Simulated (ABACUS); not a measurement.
Crystal: CdF2.

```xyz
3
Lattice="0.0000 2.6940 2.6940 2.6940 0.0000 2.6940 2.6940 2.6940 0.0000" Properties=species:S:1:pos:R:3 pbc="T T T"
Cd    0.0000    0.0000    0.0000
F     4.0410    4.0410    4.0410
F     1.3470    1.3470    1.3470
```

| Quantity | Value |
| --- | --- |
| Program | ABACUS 3.10.1 |
| Task | single point |
| Functional | PBEsol |
| Potentials or basis | PseudoDojo NC SR 0.4.1 PBEsol standard |
| Cutoff | 1401 eV |
| Density cutoff | 5606 eV |
| Basis | plane waves |
| k mesh | 9 × 9 × 9 |
| Occupations | fermi-dirac, width 0.05 eV |
| Spin | no spin polarisation |

On this cell: pressure -0.4 GPa; largest force zero by symmetry; band gap on the k mesh 2.98 eV, indirect (least direct gap 3.44 eV).

The same run follows on a disturbed copy (atoms moved at random, drawn with an rms of 0.05 Å):

```
Cd F
1.0
     0.00000    2.69400    2.69400
     2.69400    0.00000    2.69400
     2.69400    2.69400    0.00000
Cd F
1 2
Cartesian
  0.0259 0.0315 0.0029
  4.0459 4.0797 4.0892
  1.2791 1.3784 1.3804
```

Question: What changes?

Answer: The energy moves by +6.7 meV/atom; pressure 0.0 GPa; largest force 0.375 eV/Å; band gap on the k mesh 2.97 eV, indirect (least direct gap 3.39 eV).

Forces on the atoms (eV/Å):
```
Cd  -0.275  0.042  0.186
F   -0.096 -0.019 -0.136
F    0.371 -0.023 -0.050
```

Stress tensor (GPa, compression positive):
```
 0.09  0.06 -0.17
 0.06  0.02  0.55
-0.17  0.55 -0.03
```

Caveats: an odd mesh through Γ misses points on the zone boundary, where band edges often lie.
